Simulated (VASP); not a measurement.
# KCl (Fm-3m) in VASP: further runs, part 2 of 2

VASP 6.6.1. Earlier steps stand in the parts before.

## (3) Single point, PBE (31.46 Å³/atom)

This run uses another cell than the first one, of 31.46 Å³/atom.

INCAR

```
SYSTEM = KCl
PREC = Accurate ; ENCUT = 520
EDIFF = 1E-6 ; ISMEAR = 0
SIGMA = 0.01 ; LREAL = .FALSE.
LASPH = .TRUE. ; NELM = 60
ALGO = Normal ; ISIF = 2
LWAVE = .FALSE. ; LCHARG = .TRUE.
GGA = PE ; LELF = .TRUE.
LVHAR = .TRUE. ; NBANDS = 15
```

KPOINTS

```
Automatic mesh
0
G
  6 6 6
  0 0 0
```

POSCAR

```
KCl
1.0
    0.0000000000      3.1569655537      3.1569655537
    3.1569655537      0.0000000000      3.1569655537
    3.1569655537      3.1569655537      0.0000000000
K Cl
1 1
Direct
    0.0000000000      0.0000000000      0.0000000000
    0.5000000000      0.5000000000      0.5000000000
```

Potentials or basis: VASP PAW PBE potentials, release 64 (K_sv, Cl).

The run is started by

```console
$ cat potpaw_PBE.64/K_sv/POTCAR potpaw_PBE.64/Cl/POTCAR > POTCAR
$ mpirun -np 1 vasp_std > vasp.out
```

It took 7.7 s on 1 thread of Intel Xeon 6975P-C (Granite Rapids), shared host; peak memory 0.2 GiB.

It converged, with:

```yaml
Free_energy: -6.8067 eV
Pressure: 0.6 GPa
Band_gap_on_the_k_mesh: 5.15 eV
```

Levels at points of the mesh, in eV from the valence-band top:
```tsv
k point	band 5	band 6	band 7	band 8	band 9	band 10	band 11	band 12
(0.00, 0.00, 0.00)	-10.68	0.00	0.00	0.00	5.15	8.37	8.37	8.37
(0.50, 0.00, 0.00)	-10.45	-1.04	-0.32	-0.32	7.56	8.56	10.50	10.50
(0.50, 0.50, 0.00)	-10.74	-0.65	-0.22	-0.22	6.54	8.30	10.01	10.22
```

## (4) Single point, PBE

This run uses another cell than the first one, of 32.44 Å³/atom.

INCAR

```
ALGO = Normal ; EDIFF = 1E-6
ENCUT = 520 ; GGA = PE
ISIF = 2 ; ISMEAR = 0
LASPH = T ; LCHARG = T
LELF = T ; LREAL = F
LVHAR = T ; LWAVE = F
NBANDS = 15 ; NELM = 60
PREC = Accurate ; SIGMA = 0.01
```

KPOINTS

```
k-points
0
Gamma
  6 6 6
```

POSCAR

```
KCl
1.0
    0.0000000000      3.1891817130      3.1891817130
    3.1891817130      0.0000000000      3.1891817130
    3.1891817130      3.1891817130      0.0000000000
K Cl
1 1
Direct
    0.0000000000      0.0000000000      0.0000000000
    0.5000000000      0.5000000000      0.5000000000
```

Potentials or basis: VASP PAW PBE potentials, release 64 (K_sv, Cl).

The run is started by

```console
$ cat potpaw_PBE.64/K_sv/POTCAR potpaw_PBE.64/Cl/POTCAR > POTCAR
$ mpirun -np 1 vasp_std > vasp.out
```

OUTCAR:

```text
EDIFF = 1E-6
   ENCUT = 520
   GGA = PE
   ISIF = 2
   ISMEAR = 0
   LASPH = T
   LREAL = F
   NELM = 60
   PREC = Accurate

 ion  position               nearest neighbor table
   1  0.000  0.000  0.000-   2 3.19   2 3.19   2 3.19   2 3.19   2 3.19   2 3.19
   2  0.500  0.500  0.500-   1 3.19   1 3.19   1 3.19   1 3.19   1 3.19   1 3.19

  LATTYP: Found a face centered cubic cell.
 ALAT       =     6.3783634260

  Lattice vectors:

[... 464 lines left out ...]

------------------------ aborting loop because EDIFF is reached ----------------------------------------

  FORCE on cell =-STRESS in cart. coord.  units (eV):
  Direction    XX          YY          ZZ          XY          YZ          ZX
  --------------------------------------------------------------------------------------
  -------------------------------------------------------------------------------------
  Total        0.0179302      0.0179302      0.0179302      0.0000000     -0.0000000     -0.0000000
  in kB        0.4428219      0.4428219      0.4428219      0.0000000     -0.0000000     -0.0000000
  external PRESSURE =       0.4428219 kB  Pullay stress =       0.0000000 kB

 VOLUME and BASIS-vectors are now :
 -----------------------------------------------------------------------------
  energy-cutoff  :      520.00
  volume of cell :       64.87
      direct lattice vectors                 reciprocal lattice vectors
     0.000000000  3.189181713  3.189181713    -0.156780029  0.156780029  0.156780029
     3.189181713  0.000000000  3.189181713     0.156780029 -0.156780029  0.156780029
     3.189181713  3.189181713  0.000000000     0.156780029  0.156780029 -0.156780029

 POSITION                                       TOTAL-FORCE (eV/Angst)
 -----------------------------------------------------------------------------------
      0.00000      0.00000      0.00000         0.000000      0.000000     -0.000000
      3.18918      3.18918      3.18918        -0.000000     -0.000000      0.000000
 -----------------------------------------------------------------------------------
    total drift:                                0.000000      0.000000      0.000000

  FREE ENERGIE OF THE ION-ELECTRON SYSTEM (eV)
  ---------------------------------------------------
  free  energy   TOTEN  =        -6.8109302382 eV

  energy  without entropy=       -6.8109302382  energy(sigma->0) =       -6.81093024
```

OSZICAR:

```text
N       E                     dE             d eps       ncg     rms          rms(c)
DAV:   1     0.104741027015E+03    0.10474E+03   -0.69520E+03   480   0.939E+02
DAV:   2    -0.706988669047E+00   -0.10545E+03   -0.97065E+02   613   0.243E+02
DAV:   3    -0.688442140178E+01   -0.61774E+01   -0.61418E+01   648   0.518E+01
DAV:   4    -0.711228166308E+01   -0.22786E+00   -0.22781E+00   771   0.930E+00
DAV:   5    -0.711412794627E+01   -0.18463E-02   -0.18462E-02   669   0.925E-01    0.316E+00
DAV:   6    -0.681285557167E+01    0.30127E+00   -0.43560E-01   606   0.325E+00    0.257E+00
DAV:   7    -0.679695065494E+01    0.15905E-01   -0.10869E-01   648   0.181E+00    0.150E+00
DAV:   8    -0.680952880794E+01   -0.12578E-01   -0.16998E-02   622   0.961E-01    0.184E-01
DAV:   9    -0.681030797580E+01   -0.77917E-03   -0.10890E-03   627   0.203E-01    0.994E-02
DAV:  10    -0.681092256489E+01   -0.61459E-03   -0.64832E-04   522   0.161E-01    0.217E-02
DAV:  11    -0.681092646574E+01   -0.39008E-05   -0.23284E-05   666   0.268E-02    0.490E-03
DAV:  12    -0.681092984147E+01   -0.33757E-05   -0.38575E-06   528   0.141E-02    0.482E-03
DAV:  13    -0.681093023822E+01   -0.39675E-06   -0.56426E-07   506   0.425E-03
   1 F= -.68109302E+01 E0= -.68109302E+01  d E =-.276763E-21
```

stdout:

```text
POSCAR found type information on POSCAR K Cl
 POSCAR found :  2 types and       2 ions
 scaLAPACK will be used
 LDA part: xc-table for (Slater+PW92), standard interpolation
 POSCAR, INCAR and KPOINTS ok, starting setup
 FFT: planning ... GRIDC
 FFT: planning ... GRID_SOFT
 FFT: planning ... GRID
 WAVECAR not read
 entering main loop
```

It took 8.8 s on 1 thread of Intel Xeon 6975P-C (Granite Rapids), shared host; peak memory 0.2 GiB.

What came out:

| Property | Result |
| --- | --- |
| Free energy | -6.8109 eV |
| Pressure | 0.0 GPa |
| Band gap on the k mesh | 5.05 eV |

Levels at points of the mesh, in eV from the valence-band top:
| k point | band 6 | band 7 | band 8 | band 9 | band 10 | band 11 |
| --- | --- | --- | --- | --- | --- | --- |
| (0.00, 0.00, 0.00) | 0.00 | 0.00 | 0.00 | 5.05 | 8.35 | 8.35 |
| (0.50, 0.00, 0.00) | -0.99 | -0.29 | -0.29 | 7.47 | 8.44 | 10.39 |
| (0.50, 0.50, 0.00) | -0.63 | -0.21 | -0.21 | 6.56 | 8.16 | 9.83 |

## (5) Summary

```csv
cell,gap on the mesh (eV),pressure (GPa)
"a = 4.418 Å, angles 60.0°, 2 atoms",5.26,1.2
"a = 4.465 Å, angles 60.0°, 2 atoms",5.15,0.6
"a = 4.510 Å, angles 60.0°, 2 atoms",5.05,0.0
```

Alike in all rows: task single point; level PBE; potentials or basis VASP PAW PBE potentials, release 64 (K_sv, Cl); no spin polarisation; k mesh 6 × 6 × 6; cutoff (eV) 520; smearing gaussian 0.01 eV.

Absolute energies hang on the potentials; compare differences alone.

## (6) Against experiment

Step 3. Measured gap of KCl: 8.68 eV (a printed reference work, monograph). This calculation gives 5.15 eV (-3.53 eV). The value is that of PBE, without temperature or zero-point motion. Semilocal functionals fall short of measured gaps as a rule.

Step 4. A measured gap of KCl is 8.68 eV (a printed reference work, monograph); the calculated 5.05 eV misses it by -3.63 eV. The value is that of PBE, without temperature or zero-point motion. Semilocal functionals fall short of measured gaps as a rule.
